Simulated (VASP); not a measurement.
# W in VASP: relaxation of the atoms with PBE

Aim: the relaxation of the atoms of W with PBE.

Program: VASP 6.6.1. These are calculated values, not measurements. Logs are shortened: lines on timing, memory, paths and dates and some standing lists are left out, and cuts for length are marked.

**1. The structure**

The cell holds a slab with vacuum, 6 atoms: a = 2.866 Å, b = 2.866 Å, c = 32.987 Å, α = 90.00°, β = 90.00°, γ = 109.47°.

The cell was built by a generator and needn't be a form met in nature.

**2. Relaxation of the atoms, PBE**

INCAR reads:

```
PREC = Accurate ; ENCUT = 520
EDIFF = 1E-6 ; ISMEAR = 1
SIGMA = 0.1 ; LREAL = False
LASPH = True ; NELM = 120
ALGO = Fast ; ISIF = 2
LWAVE = False ; LCHARG = False
LDIPOL = True ; IDIPOL = 3
DIPOL = 0.5 0.5 0.500 ; GGA = PE
IBRION = 2 ; NSW = 90
EDIFFG = -0.02 ; KPAR = 2
```

KPOINTS reads:

```
Automatic mesh
0
Gamma
  12 12 1
```

POSCAR reads:

```
W
1.0
    2.8655568500      0.0000000000      0.0000000000
   -0.9551856200      2.7016728600      0.0000000000
    0.0000000000      0.0000000000     32.9872361300
W
6
Direct
    0.5000000000      0.5000000000      0.3367838100
    0.0000000000      0.0000000000      0.4020715100
    0.5000000000      0.5000000000      0.4673592100
    0.0000000000      0.0000000000      0.5326438500
    0.5000000000      0.5000000000      0.5979284900
    0.0000000000      0.0000000000      0.6632161900
```

Potentials or basis: VASP PAW PBE potentials, release 64 (W_sv).

Run with:

```console
> cat potpaw_PBE.64/W_sv/POTCAR > POTCAR
> mpirun -np 2 vasp_std > vasp.out
```

OUTCAR:

```text
PREC = Accurate
   ENCUT = 520
   EDIFF = 1E-6
   ISMEAR = 1
   LREAL = False
   LASPH = True
   NELM = 120
   ISIF = 2
   GGA = PE
   IBRION = 2
   NSW = 90
   EDIFFG = -0.02

 ion  position               nearest neighbor table
   1  0.500  0.500  0.337-   2 2.72   2 2.72   2 3.18   2 3.18
   2  0.000  0.000  0.402-   1 2.72   3 2.72   1 2.72   3 2.72   1 3.18   3 3.18   1 3.18   3 3.18

   3  0.500  0.500  0.467-   4 2.72   4 2.72   2 2.72   2 2.72   4 3.18   4 3.18   2 3.18   2 3.18

   4  0.000  0.000  0.533-   3 2.72   5 2.72   3 2.72   5 2.72   3 3.18   5 3.18   3 3.18   5 3.18

   5  0.500  0.500  0.598-   4 2.72   4 2.72   6 2.72   6 2.72   4 3.18   4 3.18   6 3.18   6 3.18

   6  0.000  0.000  0.663-   5 2.72   5 2.72   5 3.18   5 3.18

  LATTYP: Found a base centered orthorhombic cell.
 ALAT       =     3.3088599969
 B/A-ratio  =     1.4142135723
 C/A-ratio  =     9.9693659330

  Lattice vectors:

 A1 = (   2.8655568500,   0.0000000000,   0.0000000000)
 A2 = (  -0.9551856200,   2.7016728600,   0.0000000000)
 A3 = (   0.0000000000,   0.0000000000,  32.9872361300)

Analysis of symmetry for initial positions (statically):
=====================================================================
 Subroutine PRICEL returns:
 Original cell was already a primitive cell.

 Routine SETGRP: Setting up the symmetry group for a
 base centered orthorhombic supercell.

 Subroutine GETGRP returns: Found  8 space group operations
 (whereof  4 operations were pure point group operations)
 out of a pool of  8 trial point group operations.

The static configuration has the point symmetry C_2v.
 The point group associated with its full space group is D_2h.

Analysis of symmetry for dynamics (positions and initial velocities):
=====================================================================
 Subroutine PRICEL returns:
 Original cell was already a primitive cell.

 Routine SETGRP: Setting up the symmetry group for a
 base centered orthorhombic supercell.

 Subroutine GETGRP returns: Found  8 space group operations
 (whereof  4 operations were pure point group operations)
 out of a pool of  8 trial point group operations.

The dynamic configuration has the point symmetry C_2v.
 The point group associated with its full space group is D_2h.

 Subroutine INISYM returns: Found  8 space group operations
 (whereof  4 operations are pure point group operations),
 and found     1 'primitive' translations

[... 118 lines left out ...]
   EFERMI_NEDOS =   21; number of points for ismear=-14 and -15
   IALGO  =     68    algorithm
   IMIX   =      4    mixing-type and parameters
     AMIX     =   0.40;   BMIX     =  1.00
     AMIX_MAG =   1.60;   BMIX_MAG =  1.00
  volume/ion in A,a.u.               =      42.56       287.23
  Fermi-wavevector in a.u.,A,eV,Ry     =   1.130070  2.135523 17.375432  1.277058
  Thomas-Fermi vector in A             =   2.266765
   LORBIT       =      0    0 simple, 1 ext, 2 COOP (PROOUT), +10 PAW based schemes
   GGA     = PE    functional components
   LHFCALC =     F    Hartree Fock is set to
   AEXX    =    0.0000 exact exchange contribution
   IVDW    =     0    specifies the selected vdW correction
   LEPSILON=     F    determine dielectric tensor
   LRPA    =     F    only Hartree local field effects (RPA)
 conjugate gradient relaxation of ions
 non-spin polarized calculation
 RMM-DIIS sequential band-by-band and
 Methfessel and Paxton  Order N= 1 SIGMA  =   0.10
  energy-cutoff  :      520.00
  volume of cell :      255.38
 maximum number of plane-waves:      6928
 NGX is ok and might be reduce to    24
   NGX = 11   NGY = 11   NGZ =123

--------------------------------------- Ionic step        1  -------------------------------------------

 number of electron      84.0000005 magnetization

 Free energy of the ion-electron system (eV)
  ---------------------------------------------------
  ext. energy  EPLUGINS =         0.00000000
  ---------------------------------------------------
  free energy    TOTEN  =       -74.05597291 eV

  energy without entropy =      -74.05112387  energy(sigma->0) =      -74.05435656

------------------------ aborting loop because EDIFF is reached ----------------------------------------

  FORCE on cell =-STRESS in cart. coord.  units (eV):
  Direction    XX          YY          ZZ          XY          YZ          ZX
  --------------------------------------------------------------------------------------
  -------------------------------------------------------------------------------------
  Total      -14.2167005    -15.0829422     -0.4440821     -1.2250515      0.0000000      0.0000000
  in kB      -89.1911327    -94.6256622     -2.7860320     -7.6855898      0.0000000      0.0000000
  external PRESSURE =     -62.2009423 kB  Pullay stress =       0.0000000 kB
[... 307 lines left out ...]
--------------------------------------- Ionic step        9  -------------------------------------------

 number of electron      84.0000008 magnetization

 dipolmoment           0.000000      0.000000     -0.000984 electrons x Angstroem

 Free energy of the ion-electron system (eV)
  ---------------------------------------------------
  ext. energy  EPLUGINS =         0.00000000
  ---------------------------------------------------
  free energy    TOTEN  =       -74.12106708 eV

  energy without entropy =      -74.11610156  energy(sigma->0) =      -74.11941190

 E-fermi :   1.4194     XC(G=0):  -5.8937

 val. band max:        1.4127673874   @ k =   0.5000   0.3333   0.0000
 cond. band min:       1.4356527629   @ k =   0.4167   0.0000   0.0000
 fundamental gap:      0.0228853755
 Fermi energy:         1.4194125919

 k-point     1 :       0.0000    0.0000    0.0000
  band No.  band energies     occupation
      1     -72.8481      2.00000
      2     -72.8095      2.00000
      3     -72.7744      2.00000
      4     -72.7441      2.00000
      5     -72.6394      2.00000
      6     -72.6165      2.00000
[... 1261 lines left out ...]
     49       3.9290      0.00000
     50       4.0182      0.00000

 [... further k-points ...]

------------------------ aborting loop because EDIFF is reached ----------------------------------------

 vacuum level on the upper side and lower side of the slab       (xc-potential included)        -0.017         0.005

  FORCE on cell =-STRESS in cart. coord.  units (eV):
  Direction    XX          YY          ZZ          XY          YZ          ZX
  --------------------------------------------------------------------------------------
  -------------------------------------------------------------------------------------
  Total      -13.3417914    -14.3479830     -0.0474949     -1.4229706      0.0000000      0.0000000
  in kB      -83.7022263    -90.0147581     -0.2979681     -8.9272722      0.0000000      0.0000000
  external PRESSURE =     -58.0049842 kB  Pullay stress =       0.0000000 kB
[... 21 lines left out ...]
  FREE ENERGIE OF THE ION-ELECTRON SYSTEM (eV)
  ---------------------------------------------------
  free  energy   TOTEN  =       -74.1210670780 eV

  energy  without entropy=      -74.1161015583  energy(sigma->0) =      -74.11941190

 reached required accuracy - stopping structural energy minimisation

 vacuum level on the upper side and lower side of the slab         6.064         6.087
```

OSZICAR:

```text
N       E                     dE             d eps       ncg     rms          rms(c)
DAV:   1     0.106712725518E+04    0.10671E+04   -0.53128E+04  5252   0.164E+03
DAV:   2    -0.317722451676E+02   -0.10989E+04   -0.10814E+04  4908   0.518E+02
DAV:   3    -0.764779073755E+02   -0.44706E+02   -0.43461E+02  5256   0.105E+02
DAV:   4    -0.784685999571E+02   -0.19907E+01   -0.19570E+01  5616   0.197E+01
[... 113 lines left out ...]
RMM:   4    -0.741210610213E+02    0.20668E-03   -0.30620E-04  5162   0.893E-02    0.351E-02
RMM:   5    -0.741210737150E+02   -0.12694E-04   -0.18062E-04  4778   0.659E-02    0.164E-02
RMM:   6    -0.741210657883E+02    0.79267E-05   -0.39738E-05  4893   0.303E-02    0.424E-03
RMM:   7    -0.741210667712E+02   -0.98295E-06   -0.17399E-05  4637   0.161E-02    0.182E-03
RMM:   8    -0.741210670780E+02   -0.30676E-06   -0.31673E-06  2919   0.736E-03
   9 F= -.74121067E+02 E0= -.74119412E+02  d E =-.135691E-03
```

CONTCAR:

```text
W
   1.00000000000000
     2.8655568499999999    0.0000000000000000    0.0000000000000000
    -0.9551856200000000    2.7016728600000000    0.0000000000000000
     0.0000000000000000    0.0000000000000000   32.9872361299999994
  W
     6
Direct
     0.5000000000000000    0.5000000000000000    0.3373129051642019
     1.0000000000000000    0.0000000000000000    0.4003002539672330
     0.5000000000000000    0.5000000000000000    0.4668756346205209
     0.0000000000000000    0.0000000000000000    0.5331274253794763
     0.5000000000000000    0.5000000000000000    0.5996997460327672
     1.0000000000000000    0.0000000000000000    0.6626870948357982

  0.00000000E+00  0.00000000E+00  0.00000000E+00
  0.00000000E+00  0.00000000E+00  0.00000000E+00
  0.00000000E+00  0.00000000E+00  0.00000000E+00
  0.00000000E+00  0.00000000E+00  0.00000000E+00
  0.00000000E+00  0.00000000E+00  0.00000000E+00
  0.00000000E+00  0.00000000E+00  0.00000000E+00
```

It took 27 min on 2 MPI ranks of AMD EPYC 9R45 (Zen 5), shared host; peak memory 0.62 GiB.

Results:

| Item | Value |
| --- | --- |
| Free energy | -74.1211 eV |
| Energy gained by relaxing | 10.8 meV/atom |
| Ionic steps | 9 |
| Largest force after relaxing | 0.018 eV/Å |
| Band gap on the k mesh | none (metal or under the smearing width) |

Forces on the atoms (eV/Å):
```
W    0.000  0.000  0.000
W    0.000  0.000  0.003
W    0.000  0.000 -0.018
W    0.000  0.000  0.018
W    0.000  0.000 -0.003
W    0.000  0.000  0.000
```

Step by step:
```csv
step,energy change (eV),largest force (eV/Å),pressure (GPa)
1,0.0000,0.9193,-6.22
2,-0.0610,0.2633,-5.60
3,-0.0611,0.2728,-5.56
4,-0.0641,0.0554,-5.54
5,-0.0642,0.0493,-5.54
6,-0.0645,0.0355,-5.59
7,-0.0649,0.0385,-5.72
8,-0.0650,0.0449,-5.79
9,-0.0651,0.0176,-5.80
```

Final structure:
```yaml
crystal:
  lattice:
    - [2.86556, 0.00000, 0.00000]
    - [-0.95519, 2.70167, 0.00000]
    - [0.00000, 0.00000, 32.98724]
  atoms:
    - { symbol: W, position: [0.50000, 0.50000, 0.33731] }
    - { symbol: W, position: [0.00000, 0.00000, 0.40030] }
    - { symbol: W, position: [0.50000, 0.50000, 0.46688] }
    - { symbol: W, position: [0.00000, 0.00000, 0.53313] }
    - { symbol: W, position: [0.50000, 0.50000, 0.59970] }
    - { symbol: W, position: [0.00000, 0.00000, 0.66269] }
```

Levels at points of the mesh, in eV from the Fermi level:
| k point | band 40 | band 41 | band 42 | band 43 | band 44 | band 45 |
| --- | --- | --- | --- | --- | --- | --- |
| (0.00, 0.00, 0.00) | -0.95 | -0.83 | -0.75 | -0.73 | 0.40 | 0.42 |
| (0.50, 0.00, 0.00) | -0.71 | 0.64 | 0.65 | 1.48 | 1.48 | 1.63 |
| (0.50, 0.50, 0.00) | 0.51 | 0.72 | 1.01 | 1.35 | 1.60 | 2.35 |

The run has no spin-orbit coupling, so splittings on W are missing.
